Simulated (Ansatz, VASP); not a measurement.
MgO: VASP beside Ansatz

INCAR

```
SYSTEM = MgO
PREC = Accurate
ENCUT = 520
EDIFF = 1E-6
ISMEAR = 0
SIGMA = 0.01
LREAL = .False.
LASPH = .True.
NELM = 60
ALGO = Normal
ISIF = 2
LWAVE = .False.
LCHARG = .False.
NBANDS = 11
```

Contents of KPOINTS:

```
regular mesh
0
Gamma
  10 10 10
  0 0 0
```

File POSCAR:

```
MgO
1.0
    0.0000000000      2.1021674168      2.1021674168
    2.1021674168      0.0000000000      2.1021674168
    2.1021674168      2.1021674168      0.0000000000
Mg O
1 1
Direct
    0.0000000000      0.0000000000      0.0000000000
    0.5000000000      0.5000000000      0.5000000000
```

Input for Ansatz:

```yaml
crystal:
  lattice:
    - [0.0, 2.1021674168, 2.1021674168]
    - [2.1021674168, 0.0, 2.1021674168]
    - [2.1021674168, 2.1021674168, 0.0]
  atoms:
    - { symbol: Mg, position: [0.0, 0.0, 0.0] }
    - { symbol: O, position: [0.5, 0.5, 0.5] }
kpoints:
  mp_grid: { grid: [10, 10, 10] }
  band_path:
    path:
      - [0.0, 0.0, 0.0]
      - [0.5, 0.0, 0.5]
      - [0.625, 0.25, 0.625]
      - [0.375, 0.375, 0.75]
      - [0.5, 0.5, 0.5]
      - [0.5, 0.25, 0.75]
    npoints: 1
hamiltonian:
  xc: lda
scf:
  occupations: { method: fixed }
  n_extra_bands: 4
output:
  forces: true
  stress: true
  eigenvalues: true
  write_density: true
  write_potential: true
  elf: true
  volumetric_format: npy
```

Alike in both runs: task single point; functional LDA; k mesh 10 × 10 × 10; no spin polarisation.

|  | VASP | Ansatz |
| --- | --- | --- |
| version | VASP 6.6.1 | Ansatz 0.2.0 |
| potentials or method | VASP PAW LDA potentials, release 64 (Mg, O) | plane waves, PAW |
| plane-wave cutoff (eV) | 520 | 420 |
| occupations | gaussian, width 0.01 eV | fixed |
| valence electrons in the cell | 8 | 16 |

Ansatz gave:

| Item | Value |
| --- | --- |
| gap on the k mesh at the Fermi level (eV) | 4.71 |
| pressure (GPa) | -5.2 |

Problem. Which values does VASP return?

Solution. gap on the k mesh at the Fermi level (eV): 4.71; pressure (GPa): -6.9.

The two sets of potentials don't hold the same shells in valence.

LDA gaps usually lie below the measured ones, often by a third to a half.
